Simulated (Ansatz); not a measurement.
## Which way does KF + NaI ⇌ KI + NaF run?

Plane-wave DFT in Ansatz with scalar-relativistic PAW potentials, cutoff 420 eV, Γ-centred meshes chosen by cell and gap, Gaussian smearing with energies taken to zero width. Every cell was relaxed (cell and atoms) in a run of its own, within the symmetry of its start. Functional: PBEsol.

Total energies hold large constants for each element; a whole number of eV per atom of each element is taken off below, which cancels in a balanced reaction.

| compound | lowest structure computed | structures tried | V (Å³/atom) | gap on mesh (eV) | E (eV per formula unit, common shift removed) |
| --- | --- | --- | --- | --- | --- |
| KF | Fm-3m | 1 | 18.70 | 6.15 | -5.1057 |
| NaI | Fm-3m | 3 | 32.78 | 3.60 | -2.6816 |
| KI | Fm-3m | 1 | 42.98 | 3.87 | -3.2552 |
| NaF | Fm-3m | 1 | 12.40 | 6.20 | -4.9224 |

Task: Work out the reaction energy at 0 K.

Result: ΔE = E(KI) + E(NaF) − E(KF) − E(NaI) = -0.390 eV, or -38 kJ per mole of reaction (-98 meV/atom). The right side is lower: K takes I and Na takes F. The smaller cation ends with the smaller anion, the pairing that gives the greater sum of ionic lattice energies, which go as 1/(r₊ + r₋). All four are computed as solids; where they are solids at ordinary conditions entropy changes little. A lower structure that wasn't tried would shift the value, and mixed crystals may lie lower than either side.

Spin-orbit coupling is left out, which matters for the bands of heavy elements.